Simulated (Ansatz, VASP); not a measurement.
**Pd: VASP beside Ansatz**

INCAR

```
SYSTEM = Pd
  PREC = Accurate
  ENCUT = 520
  EDIFF = 1E-7
  ISMEAR = 0
  SIGMA = 0.1
  LREAL = .FALSE.
  LASPH = .TRUE.
  NELM = 100
  ALGO = Normal
  ISIF = 2
  LWAVE = .FALSE.
  LCHARG = .FALSE.
  NBANDS = 11
```

KPOINTS

```
regular mesh
0
G
  8 8 8
  0 0 0
```

POSCAR

```
Pd
1.0
    0.0000000000      1.9586507900      1.9586507900
    1.9586507900      0.0000000000      1.9586507900
    1.9586507900      1.9586507900      0.0000000000
Pd
1
Direct
    0.0000000000      0.0000000000      0.0000000000
```

Input for Ansatz:

```yaml
crystal:
  lattice:
    - [0.0, 1.95865079, 1.95865079]
    - [1.95865079, 0.0, 1.95865079]
    - [1.95865079, 1.95865079, 0.0]
  atoms:
    - { symbol: Pd, position: [0.0, 0.0, 0.0] }
basis:
  ecutwfc: 420
kpoints:
  mp_grid: { grid: [8, 8, 8] }
hamiltonian:
  xc: lda
scf:
  occupations: { method: gaussian, width: 0.1 }
output:
  forces: true
  stress: true
  eigenvalues: true
```

Alike in both runs: task single point; functional LDA; k mesh 8 × 8 × 8; occupations gaussian, width 0.1 eV; no spin polarisation.

```csv
,VASP,Ansatz
version,VASP 6.6.1,Ansatz 0.2.0
potentials or method,"VASP PAW LDA potentials, release 64 (Pd)","scalar-relativistic, plane waves, PAW"
plane-wave cutoff (eV),520,420
valence electrons in the cell,10,18
```

VASP gave:

| Property | Result |
| --- | --- |
| gap on the k mesh at the Fermi level (eV) | none |
| pressure (GPa) | -10.6 |

Task: Which values does Ansatz return?

Result: gap on the k mesh at the Fermi level (eV): none; pressure (GPa): -10.8.

A gap of «none» marks a metal or a gap that the smearing closes. The two sets of potentials don't hold the same shells in valence.
